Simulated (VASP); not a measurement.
# SnO2 (Cassiterite) (P4_2/mnm) in VASP: notebook, part 2 of 3

VASP 6.6.1.

**4. Relaxation of cell and atoms, PBEsol+rVV10**

File INCAR:

```
  ALGO = Fast
  BPARAM = 20.0
  CPARAM = 0.0093
  EDIFF = 1E-7
  EDIFFG = -0.01
  ENCUT = 600
  GGA = PS
  IBRION = 2
  ISIF = 3
  ISMEAR = -1
  IVDW_NL = 2
  LASPH = True
  LCHARG = False
  LREAL = False
  LUSE_VDW = True
  LWAVE = False
  NELM = 100
  NSW = 60
  PREC = Accurate
  SIGMA = 0.05
```

File KPOINTS:

```
k-points
0
Gamma
  6 6 8
```

File POSCAR:

```
SnO2
1.0
    4.7380000000      0.0000000000      0.0000000000
    0.0000000000      4.7380000000      0.0000000000
    0.0000000000      0.0000000000      3.1865000000
Sn O
2 4
Direct
    0.5000000000      0.5000000000      0.5000000000
    0.0000000000      0.0000000000      0.0000000000
    0.8071000000      0.1929000000      0.5000000000
    0.6929000000      0.6929000000      0.0000000000
    0.1929000000      0.8071000000      0.5000000000
    0.3071000000      0.3071000000      0.0000000000
```

Potentials or basis: VASP PAW PBE potentials, release 64 (Sn_d, O).

The run is started by

```console
> cat potpaw_PBE.64/Sn_d/POTCAR potpaw_PBE.64/O/POTCAR > POTCAR
> mpirun -np 1 vasp_std > vasp.out
```

OUTCAR:

```text
BPARAM = 20.0
   EDIFF = 1E-7
   EDIFFG = -0.01
   ENCUT = 600
   GGA = PS
   IBRION = 2
   ISIF = 3
   ISMEAR = -1
   IVDW_NL = 2
   LASPH = True
   LREAL = False
   NELM = 100
   NSW = 60
   PREC = Accurate

 ion  position               nearest neighbor table
   1  0.500  0.500  0.500-   4 2.05   6 2.05   4 2.05   6 2.05   5 2.06   3 2.06   2 3.71   2 3.71
                             2 3.71   2 3.71   2 3.71   2 3.71   2 3.71   2 3.71
   2  0.000  0.000  0.000-   3 2.05   5 2.05   3 2.05   5 2.05   4 2.06   6 2.06   1 3.71   1 3.71
                             1 3.71   1 3.71   1 3.71   1 3.71   1 3.71   1 3.71
   3  0.807  0.193  0.500-   2 2.05   2 2.05   1 2.06
   4  0.693  0.693  0.000-   1 2.05   1 2.05   2 2.06
   5  0.193  0.807  0.500-   2 2.05   2 2.05   1 2.06
   6  0.307  0.307  0.000-   1 2.05   1 2.05   2 2.06

  LATTYP: Found a simple tetragonal cell.
 ALAT       =     4.7380000000
 C/A-ratio  =     0.6725411566

  Lattice vectors:

 A1 = (   4.7380000000,   0.0000000000,   0.0000000000)
 A2 = (   0.0000000000,   4.7380000000,   0.0000000000)
 A3 = (   0.0000000000,   0.0000000000,   3.1865000000)

Analysis of symmetry for initial positions (statically):
=====================================================================
 Subroutine PRICEL returns:
 Original cell was already a primitive cell.

 Routine SETGRP: Setting up the symmetry group for a
 simple tetragonal supercell.

 Subroutine GETGRP returns: Found 16 space group operations
 (whereof  8 operations were pure point group operations)
 out of a pool of 16 trial point group operations.

The static configuration has the point symmetry D_2h.
 The point group associated with its full space group is D_4h.

Analysis of symmetry for dynamics (positions and initial velocities):
=====================================================================
 Subroutine PRICEL returns:
 Original cell was already a primitive cell.

 Routine SETGRP: Setting up the symmetry group for a
 simple tetragonal supercell.

 Subroutine GETGRP returns: Found 16 space group operations
 (whereof  8 operations were pure point group operations)
 out of a pool of 16 trial point group operations.

The dynamic configuration has the point symmetry D_2h.
 The point group associated with its full space group is D_4h.

 Subroutine INISYM returns: Found 16 space group operations
 (whereof  8 operations are pure point group operations),
 and found     1 'primitive' translations

----------------------------------------------------------------------------------------

                                     Primitive cell

  volume of cell :      71.5326

  direct lattice vectors                    reciprocal lattice vectors
     4.738000000  0.000000000  0.000000000     0.211059519  0.000000000  0.000000000
     0.000000000  4.738000000  0.000000000     0.000000000  0.211059519  0.000000000
     0.000000000  0.000000000  3.186500000     0.000000000  0.000000000  0.313823945

  length of vectors
     4.738000000  4.738000000  3.186500000     0.211059519  0.211059519  0.313823945

  position of ions in fractional coordinates (direct lattice)
     0.500000000  0.500000000  0.500000000
     0.000000000  0.000000000  0.000000000
     0.807100000  0.192900000  0.500000000
     0.692900000  0.692900000  0.000000000
[... 45 lines left out ...]
  0.333333  0.166667  0.000000      8.000000
[... 16 lines left out ...]
  0.333333  0.000000  0.250000      8.000000
  0.500000  0.000000  0.250000      4.000000
 [... further k-points ...]
   k-points           NKPTS =     50   k-points in BZ     NKDIM =     50   number of bands    NBANDS=     31
   number of dos      NEDOS =    301   number of ions     NIONS =      6
   total plane-waves  NPLWV =  44800
   dimension x,y,z NGX =    40 NGY =   40 NGZ =   28
   dimension x,y,z NGXF=    80 NGYF=   80 NGZF=   56
   ions per type =               2   4
   NGX,Y,Z   is equivalent  to a cutoff of  14.04, 14.04, 14.61 a.u.
   NGXF,Y,Z  is equivalent  to a cutoff of  28.07, 28.07, 29.22 a.u.
 SYSTEM =  unknown system
   PREC   = accura    normal or accurate (medium, high low for compatibility)
   ISTART =      0    job   : 0-new  1-cont  2-samecut
   ICHARG =      2    charge: 1-file 2-atom 10-const
   ISPIN  =      1    spin polarized calculation?
   LNONCOLLINEAR =      F non collinear calculations
   LSORBIT =      F    spin-orbit coupling
   LASPH  =      T    aspherical Exc in radial PAW
   ENCUT  =  600.0 eV  44.10 Ry    6.64 a.u.   9.46  9.46  6.36*2*pi/ulx,y,z
   NELM   =    100;   NELMIN=  2; NELMDL= -5     # of ELM steps
   EDIFF  = 0.1E-06   stopping-criterion for ELM
   LREAL  =      F    real-space projection
   EDIFFG = -.1E-01   stopping-criterion for IOM
   NSW    =     60    number of steps for IOM
   IBRION =      2    ionic relax: 0-MD 1-quasi-New 2-CG
   NFREE  =      1    steps in history (QN), initial steepest desc. (CG)
   ISIF   =      3    stress and relaxation
   ISYM   =      2    0-nonsym 1-usesym 2-fastsym
   POTIM  = 0.5000    time-step for ionic-motion
   TEBEG  =    0.0;   TEEND  =   0.0 temperature during run
   PSTRESS=    0.0 pullay stress
   NELECT =      52.0000    total number of electrons
   NUPDOWN=      -1.0000    fix difference up-down
   EMIN   =  10.00;   EMAX   =-10.00  energy-range for DOS
   EFERMI =   0.00;   METHOD = LEGACY
   ISMEAR =    -1;   SIGMA  =   0.05  broadening in eV -4-tet -1-fermi 0-gaus
   EFERMI_NEDOS =   21; number of points for ismear=-14 and -15
   IALGO  =     68    algorithm
   IMIX   =      4    mixing-type and parameters
     AMIX     =   0.40;   BMIX     =  1.00
     AMIX_MAG =   1.60;   BMIX_MAG =  1.00
  volume/ion in A,a.u.               =      11.92        80.45
  Fermi-wavevector in a.u.,A,eV,Ry     =   1.472000  2.781677 29.480903  2.166785
  Thomas-Fermi vector in A             =   2.587068
   LORBIT       =      0    0 simple, 1 ext, 2 COOP (PROOUT), +10 PAW based schemes
   GGA     = PS    functional components
   LHFCALC =     F    Hartree Fock is set to
   AEXX    =    0.0000 exact exchange contribution
   IVDW_NL    =     2    kernel type
   BPARAM     =20.0000
   IVDW    =     0    specifies the selected vdW correction
   LEPSILON=     F    determine dielectric tensor
   LRPA    =     F    only Hartree local field effects (RPA)
 conjugate gradient relaxation of ions
 non-spin polarized calculation
 RMM-DIIS sequential band-by-band and
  energy-cutoff  :      600.00
  volume of cell :       71.53
 maximum number of plane-waves:      2409
 NGX is ok and might be reduce to    40
   NGX = 19   NGY = 19   NGZ = 13

--------------------------------------- Ionic step        1  -------------------------------------------

 number of electron      52.0000000 magnetization

 Free energy of the ion-electron system (eV)
  ---------------------------------------------------
  ext. energy  EPLUGINS =         0.00000000
  ---------------------------------------------------
  free energy    TOTEN  =       -39.02753020 eV

  energy without entropy =      -39.02753010  energy(sigma->0) =      -39.02753015

------------------------ aborting loop because EDIFF is reached ----------------------------------------

  FORCE on cell =-STRESS in cart. coord.  units (eV):
  Direction    XX          YY          ZZ          XY          YZ          ZX
  --------------------------------------------------------------------------------------
  -------------------------------------------------------------------------------------
  Total        1.6901426      1.6901426      2.7728180      0.0000000      0.0000000      0.0000000
  in kB       37.8555782     37.8555782     62.1051913      0.0000000      0.0000000      0.0000000
  external PRESSURE =      45.9387826 kB  Pullay stress =       0.0000000 kB
[... 147 lines left out ...]
--------------------------------------- Ionic step        5  -------------------------------------------

 number of electron      52.0000005 magnetization

 Free energy of the ion-electron system (eV)
  ---------------------------------------------------
  ext. energy  EPLUGINS =         0.00000000
  ---------------------------------------------------
  free energy    TOTEN  =       -39.05188166 eV

  energy without entropy =      -39.05188063  energy(sigma->0) =      -39.05188114

 E-fermi :   6.2496     XC(G=0): -11.4645

 val. band max:        5.7829943625   @ k =   0.0000   0.0000   0.0000
 cond. band min:       6.6938595247   @ k =   0.0000   0.0000   0.0000
 fundamental gap:      0.9108651622
 Fermi energy:         6.2495558405

 k-point     1 :       0.0000    0.0000    0.0000
  band No.  band energies     occupation
      1     -15.2105      2.00000
      2     -14.4520      2.00000
      3     -14.2107      2.00000
      4     -14.1854      2.00000
      5     -14.1854      2.00000
      6     -14.1205      2.00000
[... 805 lines left out ...]
     30      14.2199      0.00000
     31      14.9754      0.00000

 [... further k-points ...]
[... 5 lines left out ...]
  --------------------------------------------------------------------------------------
  -------------------------------------------------------------------------------------
  Total        0.0239629      0.0239629      0.0283704      0.0000000      0.0000000      0.0000000
  in kB        0.5262281      0.5262281      0.6230195      0.0000000      0.0000000      0.0000000
  external PRESSURE =       0.5584919 kB  Pullay stress =       0.0000000 kB
[... 21 lines left out ...]
  FREE ENERGIE OF THE ION-ELECTRON SYSTEM (eV)
  ---------------------------------------------------
  free  energy   TOTEN  =       -39.0518816587 eV

  energy  without entropy=      -39.0518806298  energy(sigma->0) =      -39.05188114

 reached required accuracy - stopping structural energy minimisation
```

It took 15 min on 1 thread of Intel Xeon Platinum 8488C (Sapphire Rapids), shared host; peak memory 0.44 GiB.

Results:

```
Free energy                            : -39.0519 eV
Relaxed volume                         : 12.16 Å³/atom
Relaxed cell                           : a = 4.763 Å, b = 4.763 Å, c = 3.215 Å, α = 90.00°, β = 90.00°, γ = 90.00°
Space group after relaxing (to 0.05 Å) : P4_2/mnm (No. 136)
Energy gained by relaxing              : 4.1 meV/atom
Ionic steps                            : 5
Pressure after relaxing                : 0.1 GPa
Largest force after relaxing           : 0.005 eV/Å
Band gap on the k mesh                 : 0.91 eV, direct
```

Forces in eV/Å, atoms in the order of the input:
```
Sn   0.000  0.000  0.000
Sn   0.000  0.000  0.000
O   -0.004  0.004  0.000
O    0.004  0.004  0.000
O    0.004 -0.004  0.000
O   -0.004 -0.004  0.000
```

The path:
```tsv
step	energy change (eV)	largest force (eV/Å)	pressure (GPa)	volume (Å³)
1	0.0000	0.2334	4.59	71.53
2	0.0196	0.2030	-5.74	75.13
3	-0.0243	0.0295	-0.10	73.03
4	-0.0243	0.0333	-0.01	73.00
5	-0.0244	0.0055	0.06	72.96
```

Final structure:
```cif
data_structure
_symmetry_space_group_name_H-M 'P 1'
_symmetry_Int_Tables_number 1
_cell_length_a 4.7634
_cell_length_b 4.7634
_cell_length_c 3.2155
_cell_angle_alpha 90.000
_cell_angle_beta 90.000
_cell_angle_gamma 90.000
_cell_volume 72.96
loop_
_atom_site_label
_atom_site_type_symbol
_atom_site_fract_x
_atom_site_fract_y
_atom_site_fract_z
_atom_site_occupancy
Sn1 Sn 0.50000 0.50000 0.50000 1
Sn2 Sn 0.00000 0.00000 0.00000 1
O1 O 0.80620 0.19380 0.50000 1
O2 O 0.69380 0.69380 0.00000 1
O3 O 0.19380 0.80620 0.50000 1
O4 O 0.30620 0.30620 0.00000 1
```

Caveat: the PAW data sets were made with another functional, which shifts forces and pressure a little; spin-orbit coupling is left out, which moves the levels of the heavy elements.

**5. Relaxation of cell and atoms, RPBE+D3**

File INCAR:

```
SYSTEM = SnO2
ALGO = Fast ; EDIFF = 1E-7
EDIFFG = -0.01 ; ENCUT = 600
GGA = RP ; IBRION = 2
ISIF = 3 ; ISMEAR = -1
IVDW = 11 ; LASPH = .TRUE.
LCHARG = .FALSE. ; LREAL = .FALSE.
LWAVE = .FALSE. ; NELM = 100
NSW = 60 ; PREC = Accurate
SIGMA = 0.05
```

File KPOINTS:

```
k-points
0
G
  6 6 8
  0 0 0
```

POSCAR is that of step 4.

Potentials or basis: VASP PAW PBE potentials, release 64 (Sn_d, O).

The run is started by

```console
> cat potpaw_PBE.64/Sn_d/POTCAR potpaw_PBE.64/O/POTCAR > POTCAR
> mpirun -np 1 vasp_std > vasp.out
```

OUTCAR:

```text
SYSTEM = SnO2
   EDIFF = 1E-7
   EDIFFG = -0.01
   ENCUT = 600
   GGA = RP
   IBRION = 2
   ISIF = 3
   ISMEAR = -1
   IVDW = 11
   LASPH = .TRUE.
   LREAL = .FALSE.
   NELM = 100
   NSW = 60
   PREC = Accurate
 IVDW          = 11

 ion  position               nearest neighbor table
   1  0.500  0.500  0.500-   4 2.05   6 2.05   4 2.05   6 2.05   5 2.06   3 2.06   2 3.71   2 3.71
                             2 3.71   2 3.71   2 3.71   2 3.71   2 3.71   2 3.71
   2  0.000  0.000  0.000-   3 2.05   5 2.05   3 2.05   5 2.05   4 2.06   6 2.06   1 3.71   1 3.71
                             1 3.71   1 3.71   1 3.71   1 3.71   1 3.71   1 3.71
   3  0.807  0.193  0.500-   2 2.05   2 2.05   1 2.06
   4  0.693  0.693  0.000-   1 2.05   1 2.05   2 2.06
   5  0.193  0.807  0.500-   2 2.05   2 2.05   1 2.06
   6  0.307  0.307  0.000-   1 2.05   1 2.05   2 2.06

  LATTYP: Found a simple tetragonal cell.
 ALAT       =     4.7380000000
 C/A-ratio  =     0.6725411566

  Lattice vectors:

 A1 = (   4.7380000000,   0.0000000000,   0.0000000000)
[... 194 lines left out ...]
 Edisp (eV)   -1.41730

 E8    (eV) :    -0.3328
[... 255 lines left out ...]
--------------------------------------- Ionic step        7  -------------------------------------------

 number of electron      52.0000000 magnetization

 Free energy of the ion-electron system (eV)
  ---------------------------------------------------
  ext. energy  EPLUGINS =         0.00000000
  ---------------------------------------------------
  free energy    TOTEN  =       -34.98052424 eV

  energy without entropy =      -34.98051726  energy(sigma->0) =      -34.98052075

 E-fermi :   6.0047     XC(G=0): -10.7018

 val. band max:        5.6378595768   @ k =   0.0000   0.0000   0.0000
 cond. band min:       6.3429819879   @ k =   0.0000   0.0000   0.0000
 fundamental gap:      0.7051224111
 Fermi energy:         6.0046998749

 k-point     1 :       0.0000    0.0000    0.0000
  band No.  band energies     occupation
      1     -15.4546      2.00000
      2     -14.7890      2.00000
      3     -14.6173      2.00000
      4     -14.5829      2.00000
      5     -14.5829      2.00000
      6     -14.5296      2.00000
[... 805 lines left out ...]
     30      14.1517      0.00000
     31      14.7600      0.00000

 [... further k-points ...]

------------------------ aborting loop because EDIFF is reached ----------------------------------------

 Edisp (eV)   -1.31550

 E8    (eV) :    -0.3068
[... 29 lines left out ...]
  FREE ENERGIE OF THE ION-ELECTRON SYSTEM (eV)
  ---------------------------------------------------
  free  energy   TOTEN  =       -36.2960268693 eV

  energy  without entropy=      -36.2960198870  energy(sigma->0) =      -36.29602338

 reached required accuracy - stopping structural energy minimisation
```

Wall time 11 min (1 thread of Intel Xeon Platinum 8488C (Sapphire Rapids), shared host); peak memory 0.28 GiB.

What came out:

```yaml
Free_energy: -36.2960 eV
Relaxed_volume: 12.62 Å³/atom
Relaxed_cell: a = 4.831 Å, b = 4.831 Å, c = 3.245 Å, α = 90.00°, β = 90.00°, γ = 90.00°
Space_group_after_relaxing_to_0.05_Å: P4_2/mnm (No. 136)
Energy_gained_by_relaxing: 24.4 meV/atom
Ionic_steps: 7
Pressure_after_relaxing: -0.1 GPa
Band_gap_on_the_k_mesh: 0.71 eV, direct
Dispersion_energy_per_atom: -0.219 eV
```

The path:
```csv
step,energy change (eV),largest force (eV/Å),pressure (GPa),volume (Å³)
1,0.0000,0.3606,11.61,71.53
2,0.0497,0.3726,-10.14,80.85
3,-0.1450,0.0469,0.00,75.60
4,-0.1450,0.0402,0.20,75.51
5,-0.1463,0.0000,0.09,75.64
6,-0.1465,0.0188,0.04,75.70
7,-0.1465,0.0014,-0.05,75.73
```

Final structure:
```xyz
6
Lattice="4.8312 0.0000 0.0000 0.0000 4.8312 0.0000 0.0000 0.0000 3.2448" Properties=species:S:1:pos:R:3 pbc="T T T"
Sn    2.4156    2.4156    1.6224
Sn    0.0000    0.0000    0.0000
O     3.8948    0.9364    1.6224
O     3.3520    3.3520    0.0000
O     0.9364    3.8948    1.6224
O     1.4792    1.4792    3.2448
```

Levels at points of the mesh, in eV from the valence-band top:
| k point | band 22 | band 23 | band 24 | band 25 | band 26 | band 27 | band 28 | band 29 | band 30 | band 31 |
| --- | --- | --- | --- | --- | --- | --- | --- | --- | --- | --- |
| (0.00, 0.00, 0.00) | -1.25 | -1.25 | -0.73 | -0.73 | 0.00 | 0.71 | 5.77 | 6.16 | 6.16 | 10.16 |
| (0.50, 0.00, 0.00) | -1.87 | -1.20 | -1.20 | -0.59 | -0.59 | 3.92 | 3.92 | 6.93 | 6.93 | 10.50 |
| (0.50, 0.50, 0.00) | -1.85 | -1.32 | -1.32 | -0.84 | -0.84 | 4.32 | 4.32 | 7.26 | 7.26 | 10.59 |
| (0.00, 0.00, 0.50) | -2.56 | -1.49 | -1.49 | -1.17 | -1.17 | 5.61 | 5.61 | 9.48 | 9.48 | 10.41 |
| (0.50, 0.00, 0.50) | -1.64 | -1.00 | -1.00 | -0.74 | -0.74 | 5.88 | 5.88 | 7.70 | 7.70 | 10.67 |
| (0.50, 0.50, 0.50) | -2.40 | -0.90 | -0.90 | -0.77 | -0.77 | 4.38 | 4.38 | 8.79 | 8.79 | 10.68 |

Caveat: the PAW data sets were made with another functional, which shifts forces and pressure a little; spin-orbit coupling is left out, which moves the levels of the heavy elements. Zero-point motion and thermal expansion aren't in these numbers.

(Part 2 of 3 ends here.)
